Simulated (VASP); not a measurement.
Method: LDA (Ceperley-Alder, Perdew-Zunger), VASP's LDA PAW potentials (set 64) (plane waves; VASP).

A VASP calculation is set up with these files.

INCAR:
```
PREC = Accurate
LWAVE = .FALSE.
LASPH = .TRUE.   ! aspherical one-centre terms
SIGMA = 0.05   ! width (eV)
LMAXMIX = 4   ! l cut-off of mixed one-centre charges
SYSTEM = AlSb
ENCUT = 400   ! plane-wave cut-off (eV)
ALGO = Normal   ! blocked Davidson
EDIFF = 1E-7
LCHARG = .FALSE.
NELM = 100   ! most electronic steps
ISMEAR = 0
ICHARG = 11   ! fixed density
LREAL = .FALSE.
LORBIT = 11   ! lm-projected
```

File POSCAR:
```
AlSb
1
   -0.0000000000     3.0602212512     3.0602212512
    3.0602212512     0.0000000000     3.0602212512
    3.0602212512     3.0602212512     0.0000000000
Al Sb
1 1
Direct
  0.0000000000   0.0000000000   0.0000000000
  0.2500000000   0.2500000000   0.2500000000
```

File KPOINTS:
```
k-points along high-symmetry lines
15
Line-mode
Reciprocal
  0.000000   0.000000   0.000000 ! GAMMA
 -0.500000  -0.500000   0.000000 ! X

 -0.500000  -0.500000   0.000000 ! X
 -0.375000  -0.375000   0.250000 ! U

 -0.375000  -0.000000   0.375000 ! K
  0.000000   0.000000   0.000000 ! GAMMA

  0.000000   0.000000   0.000000 ! GAMMA
 -0.000000  -0.000000   0.500000 ! L

 -0.000000  -0.000000   0.500000 ! L
 -0.500000  -0.250000   0.250000 ! W

 -0.500000  -0.250000   0.250000 ! W
 -0.500000  -0.500000   0.000000 ! X
```

POTCAR, in this order: Al Sb (LDA.64 set). Program: vasp_std. Read from the step before: CHGCAR.

Output

### OSZICAR
```
       N       E                     dE             d eps       ncg     rms          rms(c)
DAV:   1     0.130556478042E+02    0.13056E+02   -0.24409E+03  1440   0.575E+02
DAV:   2    -0.744893859032E+01   -0.20505E+02   -0.19725E+02  1888   0.783E+01
DAV:   3    -0.796354255499E+01   -0.51460E+00   -0.51460E+00  1952   0.154E+01
DAV:   4    -0.796639605051E+01   -0.28535E-02   -0.28535E-02  2120   0.137E+00
DAV:   5    -0.796641405885E+01   -0.18008E-04   -0.18008E-04  1960   0.792E-02
DAV:   6    -0.796641441064E+01   -0.35179E-06   -0.35179E-06  2128   0.906E-03
DAV:   7    -0.796641441884E+01   -0.81986E-08   -0.81987E-08  2032   0.954E-04
   1 F= -.79664144E+01 E0= -.79664144E+01  d E =-.972891E-14
```

### OUTCAR
```
 val. band max:        4.7223208875   @ k =   0.0000   0.0000   0.0000

 cond. band min:       5.8387272867   @ k =  -0.4643  -0.4643   0.0000



 k-point     1 :       0.0000    0.0000    0.0000
  band No.  band energies     occupation
      1      -6.0868      2.00000
      2       4.7223      2.00000
      3       4.7223      2.00000
      4       4.7223      2.00000
      5       6.2535      0.00000
      6       7.8258      0.00000
      7       7.8258      0.00000
      8       7.8258      0.00000

 k-point     2 :      -0.0357   -0.0357    0.0000
  band No.  band energies     occupation
      1      -6.0708      2.00000
      2       4.5185      2.00000
      3       4.6649      2.00000
      4       4.6649      2.00000
      5       6.4545      0.00000
      6       7.7698      0.00000
      7       7.9053      0.00000
      8       7.9053      0.00000

 k-point     3 :      -0.0714   -0.0714    0.0000
  band No.  band energies     occupation
      1      -6.0232      2.00000
      2       4.0789      2.00000
      3       4.5092      2.00000
      4       4.5092      2.00000
      5       6.8687      0.00000
      6       7.6318      0.00000
      7       8.1266      0.00000
      8       8.1266      0.00000

 k-point     4 :      -0.1071   -0.1071    0.0000
  band No.  band energies     occupation
      1      -5.9442      2.00000
      2       3.5679      2.00000
      3       4.2910      2.00000
      4       4.2910      2.00000
      5       7.1779      0.00000
      6       7.5814      0.00000
      7       8.4535      0.00000
      8       8.4535      0.00000

 k-point     5 :      -0.1429   -0.1429    0.0000
  band No.  band energies     occupation
      1      -5.8349      2.00000
      2       3.0392      2.00000
      3       4.0430      2.00000
      4       4.0430      2.00000
      5       7.0507      0.00000
      6       7.8730      0.00000
      7       8.8519      0.00000
      8       8.8519      0.00000
...
```

The density is held fixed in this step, so its total energy and stress have no physical meaning. Unless said otherwise, spin-orbit coupling is left out, though it shifts the bands of the heavy elements here.

The compound is AlSb in the zinc blende structure. It was relaxed first.
